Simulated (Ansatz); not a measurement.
The system is Ge.

```
Ge
1.0
     0.00000    2.82891    2.82891
     2.82891    0.00000    2.82891
     2.82891    2.82891    0.00000
Ge
2
Cartesian
  4.2434 4.2434 4.2434
  2.8289 2.8289 2.8289
```

Base run:

| Quantity | Value |
| --- | --- |
| Program | Ansatz 0.2.0 |
| Functional | LDA |
| Potentials or basis | Ansatz PAW |
| Cutoff | 420 eV (not typed: the program's choice for these potentials) |
| k mesh | 8 × 8 × 8 |
| Occupations | fermi-dirac, width 0.05 eV |
| Spin | no spin polarisation |

Its results: band gap on the k mesh none (metal or under the smearing width); pressure -1.3 GPa.

Problem. After a change of settings the same cell gave: band gap on the k mesh none (metal or under the smearing width); pressure 3.6 GPa. Which change was it?
A. functional from LDA to PBE
B. functional from LDA to r2SCAN; cutoff from 420 eV (not typed: the program's choice for these potentials) to 500 eV (not typed: the program's choice for these potentials)
C. functional from LDA to PBEsol
D. functional from LDA to PBEsol; spin from no spin polarisation to spin-orbit coupling, no magnetisation; potential files from those of the base run to others of the same set

Solution. A.

PBE binds less tightly than LDA, so the same cell stands under more pressure.

Caveats: the PAW data sets come from PBE, with cores solved anew for the run's functional, which leaves a small shift of forces and pressure (some runs).
